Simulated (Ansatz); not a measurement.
## SnO2 (P4_2/mnm): the host for defect calculations

Aim: the runs on the perfect crystal SnO2 (P4_2/mnm) that a defect calculation needs first.

Main program and level: Ansatz 0.2.0; plane-wave PAW DFT, PBEsol; relaxation of the host's cell and atoms; PAW set soft_1, in the first sound run; inputs show where later runs differ.

This is a report of a sequence of runs, with most program output left out.

**1. The starting structure**

The structure is tetragonal, space group P4_2/mnm (No. 136). The conventional cell has a = 4.765 Å, b = 4.765 Å, c = 3.207 Å, α = 90.00°, β = 90.00°, γ = 90.00°. Nearest to Sn lie 6 O at 2.06 to 2.07 Å. Nearest to O lie 3 Sn at 2.06 to 2.07 Å. Farther neighbours and most contacts between anions are not listed.

**2. Host cell relaxation**

Cell and atoms are relaxed together, until forces and stress fall under their thresholds.

File cell/input.yaml:

```yaml
crystal:
  lattice:
    - [4.764818, 0.0, 0.0]
    - [0.0, 4.764818, 0.0]
    - [0.0, 0.0, 3.2074998]
  atoms:
    - { symbol: Sn, position: [0.5, 0.5, 0.5] }
    - { symbol: Sn, position: [0.0, 0.0, 0.0] }
    - { symbol: O, position: [0.1940277, 0.8059723, 0.5] }
    - { symbol: O, position: [0.8059723, 0.1940277, 0.5] }
    - { symbol: O, position: [0.3059723, 0.3059723, 0.0] }
    - { symbol: O, position: [0.6940277, 0.6940277, 0.0] }
basis:
  ecutwfc: 420
  xc_grid: 2
hamiltonian:
  xc: pbesol
  pseudopotentials: { kind: paw, azcp: { folder: soft_1 }, xc_functional: pbe }
kpoints:
  mp_grid: { grid: [6, 6, 9] }
scf:
  occupations: { method: fixed }
  max_iter: 100
relax:
  f_tol: 0.005
  max_steps: 60
  cell: {}
output:
  forces: true
  stress: true
checkpoint:
  write: "../cell.run"
  compress: false
  write_wavefunctions: false
  write_every: 100000
```

Started as:

```bash
$ ansatz run input.yaml --threads 32 --pin off --max-ram 84787MiB --backend cuda --events-out ev --progress --plain --runs-dir out --max-vram 78GiB
```

It took 2.9 s on 1 × NVIDIA GB200 with 32 threads of Arm Neoverse V2, shared host; peak memory 0.95 GiB.

Step by step:

| step | energy less that of the first step (eV) | largest force component (eV/Å) | pressure (GPa) | volume (Å³) |
| --- | --- | --- | --- | --- |
| 1 | 0.0000 | 0.0259 | 0.51 | 72.82 |
| 2 | 0.0000 | 0.0056 | 0.02 | 72.99 |
| 3 | 0.0000 | 0.0046 | 0.00 | 73.01 |
| 4 | 0.0000 | 0.0027 | 0.00 | 73.01 |
| 5* | -0.0005 | 0.0027 | 0.01 | 73.01 |

Relaxation steps marked * repeat the geometry before them on a plane-wave basis chosen anew for their cell, so energy and pressure can jump there.

Forces are held to the 16 operations that the run works with; a distortion that breaks them can't arise in this run.

| conventional cell, symmetrised | before | after | change |
| --- | --- | --- | --- |
| a (Å) | 4.765 | 4.768 | +0.1 % |
| b (Å) | 4.765 | 4.768 | +0.1 % |
| c (Å) | 3.207 | 3.212 | +0.1 % |
| volume (Å³/atom) | 12.14 | 12.17 | +0.3 % |

Final coordinates:

```xyz
6
Lattice="4.7678 0.0000 0.0000 0.0000 4.7678 0.0000 0.0000 0.0000 3.2119" Properties=species:S:1:pos:R:3 pbc="T T T"
Sn    2.3839    2.3839    1.6060
Sn    0.0000    0.0000    0.0000
O     0.9237    3.8441    1.6060
O     3.8441    0.9237    1.6060
O     1.4602    1.4602    0.0000
O     3.3076    3.3076    0.0000
```

Numbers from this step:

```
pressure : 0.01068 GPa
```

**3. Dielectric tensors of the host**

The response to a uniform electric field gives the electronic dielectric tensor.

This step: plane-wave PAW DFPT, PBEsol; dielectric tensors, Born charges and zone-centre modes of the host; PAW set soft_1 (Ansatz 0.2.0).

File eps/input.yaml:

```yaml
crystal:
  lattice:
    - [4.7678118222, 0.0, 0.0]
    - [0.0, 4.7678118222, 0.0]
    - [0.0, 0.0, 3.2119026566]
  atoms:
    - { symbol: Sn, position: [0.5, 0.5, 0.5] }
    - { symbol: Sn, position: [0.0, 0.0, 0.0] }
    - { symbol: O, position: [0.193727843, 0.806272157, 0.5] }
    - { symbol: O, position: [0.806272157, 0.193727843, 0.5] }
    - { symbol: O, position: [0.306272157, 0.306272157, 0.0] }
    - { symbol: O, position: [0.693727843, 0.693727843, 0.0] }
basis:
  ecutwfc: 420
hamiltonian:
  xc: pbesol
  pseudopotentials: { kind: paw, azcp: { folder: soft_1 }, xc_functional: pbe }
kpoints:
  mp_grid: { grid: [5, 5, 7] }
scf:
  occupations: { method: fixed }
  max_iter: 100
phonons:
  method: dfpt
  dielectric: true
  rigid_motions: translations
```

Elapsed: 10 s, on 1 × NVIDIA GB200 with 32 threads; peak memory 1.9 GiB; 74 s of CPU time.

Electronic dielectric tensor:

```
4.60 0.00 0.00
0.00 4.60 0.00
0.00 0.00 4.91
```

Static dielectric tensor:

```
13.48  0.00  0.00
 0.00 13.48  0.00
 0.00  0.00 10.42
```

The principal values of the electronic dielectric tensor are 4.60, 4.60 and 4.91. The principal values of the static dielectric tensor are 10.42, 13.48 and 13.48.

**4. Defect free supercell relaxed in its symmetry**

This cell, the one that will hold the defects, is built from the relaxed host. Its coarser k-points can move the atoms a little, so it is relaxed from the symmetric sites, as the reference for the test of stability.

This step: plane-wave PAW DFT, PBEsol; relaxation of the defect-free supercell in its symmetry; PAW set soft_1 (Ansatz 0.2.0).

System of this step: SnO2 (P4_2/mnm). The cell holds 96 atoms: 32 Sn and 64 O. Cell: a = 11.498 Å, b = 11.498 Å, c = 13.485 Å, α = 54.1°, β = 54.1°, γ = 71.8°.

File pristine.symmetric/input.yaml:

```yaml
crystal:
  lattice:
    - [0.0, 9.5356236445, 6.4238053132]
    - [9.5356236445, 0.0, 6.4238053132]
    - [9.5356236445, 9.5356236445, 0.0]
  atoms:
    - { symbol: Sn, position: [0.125, 0.125, 0.125] }
    - { symbol: Sn, position: [0.375, 0.375, 0.375] }
    - { symbol: Sn, position: [0.0, 0.0, 0.0] }
    - { symbol: Sn, position: [0.25, 0.25, 0.25] }
    - { symbol: O, position: [0.0281360785, 0.2218639215, 0.375] }
    - { symbol: O, position: [0.2781360785, 0.4718639215, 0.125] }
    - { symbol: O, position: [0.2218639215, 0.0281360785, 0.375] }
    - { symbol: O, position: [0.4718639215, 0.2781360785, 0.125] }
    - { symbol: O, position: [0.0, 0.0, 0.1531360785] }
    - { symbol: O, position: [0.25, 0.25, 0.4031360785] }
    - { symbol: O, position: [0.0, 0.0, 0.3468639215] }
    - { symbol: O, position: [0.25, 0.25, 0.0968639215] }
    - { symbol: Sn, position: [0.125, 0.125, 0.625] }
    - { symbol: Sn, position: [0.375, 0.375, 0.875] }
    - { symbol: Sn, position: [0.0, 0.0, 0.5] }
    - { symbol: Sn, position: [0.25, 0.25, 0.75] }
    - { symbol: O, position: [0.0281360785, 0.2218639215, 0.875] }
    - { symbol: O, position: [0.2781360785, 0.4718639215, 0.625] }
    - { symbol: O, position: [0.2218639215, 0.0281360785, 0.875] }
    - { symbol: O, position: [0.4718639215, 0.2781360785, 0.625] }
    - { symbol: O, position: [0.0, 0.0, 0.6531360785] }
    - { symbol: O, position: [0.25, 0.25, 0.9031360785] }
    - { symbol: O, position: [0.0, 0.0, 0.8468639215] }
    - { symbol: O, position: [0.25, 0.25, 0.5968639215] }
    - { symbol: Sn, position: [0.125, 0.625, 0.125] }
    - { symbol: Sn, position: [0.375, 0.875, 0.375] }
    - { symbol: Sn, position: [0.0, 0.5, 0.0] }
    - { symbol: Sn, position: [0.25, 0.75, 0.25] }
    - { symbol: O, position: [0.0281360785, 0.7218639215, 0.375] }
    - { symbol: O, position: [0.2781360785, 0.9718639215, 0.125] }
[... 60 atom lines left out ...]
    - { symbol: O, position: [0.7218639215, 0.5281360785, 0.875] }
    - { symbol: O, position: [0.9718639215, 0.7781360785, 0.625] }
    - { symbol: O, position: [0.5, 0.5, 0.6531360785] }
    - { symbol: O, position: [0.75, 0.75, 0.9031360785] }
    - { symbol: O, position: [0.5, 0.5, 0.8468639215] }
    - { symbol: O, position: [0.75, 0.75, 0.5968639215] }
basis:
  ecutwfc: 420
  xc_grid: 2
hamiltonian:
  xc: pbesol
  pseudopotentials: { kind: paw, azcp: { folder: soft_1 }, xc_functional: pbe }
kpoints:
  mp_grid: { grid: [1, 1, 1] }
scf:
  occupations: { method: fermi_dirac, width: 0.01 }
  max_iter: 100
  lower_state_search: "off"
output:
  forces: true
relax:
  f_tol: 0.015
  max_steps: 60
  escape_saddle: false
checkpoint:
  write: "../pristine.symmetric.run"
  compress: false
  write_wavefunctions: false
  write_every: 100000
```

It took 3 s on 1 × NVIDIA GB200 with 32 threads; peak memory 1.1 GiB.

No atom moved by 0.005 Å in the relaxation.

**5. Defect free supercell relaxed from displaced atoms**

This step: plane-wave PAW DFT, PBEsol; relaxation of the defect-free supercell from random displacements, a test of the host's stability; PAW set soft_1 (Ansatz 0.2.0).

pristine.rattled/input.yaml, as its differences from pristine.symmetric/input.yaml of step 4:

```diff
@@ -59,6 +59,6 @@
   f_tol: 0.015
-  max_steps: 60
-  escape_saddle: false
+  max_steps: 120
+  random_displacement: { amplitude: 0.06, seed: 9601 }
 checkpoint:
-  write: "../pristine.symmetric.run"
+  write: "../pristine.rattled.run"
   compress: false
```

Wall time 3 s (1 × NVIDIA GB200 with 32 threads); peak memory 1.1 GiB; 11 s of CPU time.

The steps of the relaxation:

| step | energy less that of the first step (eV) | largest force component (eV/Å) |
| --- | --- | --- |
| 1 | 0.0000 | 1.9269 |
| 2 | -2.2233 | 0.7941 |
| 3 | -2.6761 | 0.0089 |
| 4 | -2.6761 | 0.0088 |

The relaxation ends 28 meV an atom lower than the displaced start, with a largest force component of 0.0088 eV/Å.

**6. Host on a dense mesh**

This step: plane-wave PAW DFT, PBEsol; single point of the defect-free host, a test of the k-point sampling; PAW set soft_1 (Ansatz 0.2.0).

System of this step: SnO2 (P4_2/mnm). Symmetry: P4_2/mnm, No. 136, tetragonal system. Conventional cell: a = 4.768 Å, b = 4.768 Å, c = 3.212 Å, α = 90.00°, β = 90.00°, γ = 90.00°. Nearest to Sn lie 6 O at 2.07 Å. Nearest to O lie 3 Sn at 2.07 Å. Farther neighbours and most contacts between anions are not listed.

dense/input.yaml, as its differences from eps/input.yaml of step 3:

```diff
@@ -14,2 +14,3 @@
   ecutwfc: 420
+  xc_grid: 2
 hamiltonian:
@@ -18,9 +19,11 @@
 kpoints:
-  mp_grid: { grid: [5, 5, 7] }
+  mp_grid: { grid: [6, 6, 9] }
 scf:
-  occupations: { method: fixed }
+  occupations: { method: fermi_dirac, width: 0.01 }
   max_iter: 100
-phonons:
-  method: dfpt
-  dielectric: true
-  rigid_motions: translations
+  lower_state_search: "off"
+checkpoint:
+  write: "../dense.run"
+  compress: false
+  write_wavefunctions: false
+  write_every: 100000
```

Elapsed: 1.2 s, on 1 × NVIDIA GB200 with 32 threads; peak memory 0.9 GiB.

**7. Defect free supercell at the zone centre**

The supercell is run at the zone centre, to see how far that sampling misses the dense mesh.

System of this step: SnO2 (P4_2/mnm). The cell holds 96 atoms: 32 Sn and 64 O. Its edges and angles: a = 11.498 Å, b = 11.498 Å, c = 13.485 Å, α = 54.1°, β = 54.1°, γ = 71.8°.

pristine.sampling_gamma/input.yaml, as its differences from pristine.rattled/input.yaml of step 5:

```diff
@@ -55,10 +55,4 @@
   lower_state_search: "off"
-output:
-  forces: true
-relax:
-  f_tol: 0.015
-  max_steps: 120
-  random_displacement: { amplitude: 0.06, seed: 9601 }
 checkpoint:
-  write: "../pristine.rattled.run"
+  write: "../pristine.sampling_gamma.run"
   compress: false
```

Run time: 1.6 s. Hardware: 1 × NVIDIA GB200 with 32 threads; peak memory 1.1 GiB; 3.6 s of CPU time.

**8. Defect free supercell at the quarter point**

The supercell is run at one point off the zone centre, to see how far that sampling misses the dense mesh.

pristine.sampling_quarter/input.yaml, as its differences from pristine.sampling_gamma/input.yaml of step 7:

```diff
@@ -50,3 +50,3 @@
 kpoints:
-  mp_grid: { grid: [1, 1, 1] }
+  mp_grid: { grid: [1, 1, 1], shift: [0.25, 0.25, 0.25] }
 scf:
@@ -56,3 +56,3 @@
 checkpoint:
-  write: "../pristine.sampling_gamma.run"
+  write: "../pristine.sampling_quarter.run"
   compress: false
```

Elapsed: 1.4 s, on 1 × NVIDIA GB200 with 32 threads; peak memory 1.2 GiB.

**9. Results**

| Item | Value |
| --- | --- |
| primitive cell vectors, lengths | 4.768, 4.768, 3.212 Å |
| electronic dielectric constant | principal values (4.60, 4.60, 4.91) |
| static dielectric constant | principal values (10.42, 13.48, 13.48) |
| gap on the k-mesh of the response run (PBEsol) | 0.92 eV |
| supercell relaxed in its symmetry less the displaced and relaxed one | 0.000 eV |
| energy an atom at the zone centre alone less that on the dense mesh | 0.012 eV |
| energy an atom at one point at (¼, ¼, ¼) less that on the dense mesh | 0.005 eV |

What this shows: Step 5: The energy fell by 2.676 eV from the randomly displaced start; the atoms end within 0.005 Å of the sites as typed, once the mean shift is taken out. The displaced cell ends within 0.01 eV of the symmetric one relaxed in its symmetry, so no lower structure shows in this supercell. The k-mesh can miss the band edges, so this gap is an upper bound at this level. All at zero temperature.

[Logs are printed without paths, hosts, clocks, repeated set-up lines and the standing remarks that a program may print on its own settings, such as how far it seeks lower states.]

[Hosts, paths, dates, database ids (printed as entryN), source tags and the programs' standing remarks are cut or masked in the printed files.]

[Runs of the host that timed out are not shown.]

[For some hosts the program warned that the k-mesh of the response run may be too coarse for force constants and the static dielectric constant; such warnings are not always shown.]

[The program warned that the k-mesh of a response run behind this text may be too coarse: force constants, and the static dielectric constant and all else formed from them, are not shown converged.]
